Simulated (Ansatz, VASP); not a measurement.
**Sn: VASP beside Ansatz**

INCAR

```
  PREC = Accurate
  ENCUT = 600
  EDIFF = 1E-6
  ISMEAR = 1
  SIGMA = 0.1
  LREAL = False
  LASPH = True
  NELM = 60
  ALGO = Normal
  ISIF = 3
  LWAVE = False
  LCHARG = False
  GGA = PS
  IVDW = 12
  IBRION = 2
  NSW = 80
  EDIFFG = -0.005
```

File KPOINTS:

```
regular mesh
0
Gamma
  11 11 11
```

POSCAR

```
Sn
1.0
    3.4060750000      0.0000000000      0.0000000000
   -0.1954335462      3.4004635911      0.0000000000
   -1.5549314988     -1.7478085993      2.4756211423
Sn
1
Direct
    0.0000000000      0.0000000000      0.0000000000
```

Input for Ansatz:

```yaml
crystal:
  lattice:
    - [3.406075, 0.0, 0.0]
    - [-0.19543354615327374, 3.400463591139149, 0.0]
    - [-1.554931498764104, -1.7478085992739527, 2.4756211422752554]
  atoms:
    - { symbol: Sn, position: [0.0, 0.0, 0.0] }
basis:
  ecutwfc: 489.804952427784
kpoints:
  mp_grid:
    grid: [11, 11, 11]
hamiltonian:
  xc: pbesol
  dispersion: d3bj
scf:
  occupations:
    method: cold
    width: 0.1
relax:
  f_tol: 0.005
  cell: {}
```

This isn't the form of Sn at room conditions, which is tetragonal (white tin).

Alike in both runs: task relaxation of cell and atoms; functional PBEsol; dispersion D3(BJ); k mesh 11 × 11 × 11; no spin polarisation.

```csv
,VASP,Ansatz
version,VASP 6.6.1,Ansatz 0.2.0
potentials or method,"VASP PAW PBE potentials, release 64 (Sn_d)","plane waves, PAW"
plane-wave cutoff (eV),600,490
occupations,"methfessel-paxton of order 1, width 0.1 eV","cold, width 0.1 eV"
valence electrons in the cell,14,14
```

|  | VASP | Ansatz | Ansatz less VASP |
| --- | --- | --- | --- |
| relaxed volume (Å³/atom) | 25.42 | 25.41 | -0.014 |
| relaxed cell length with the largest relative difference (Å) | 3.275 | 3.274 | -0.0007 |
| energy change over the relaxation (meV/atom) | -68 | -68 | -0.2 |

Caveats: the PAW data sets were made with another functional, which shifts forces and pressure a little (VASP); pairwise dispersion overbinds metals, which lowers pressure and volume.
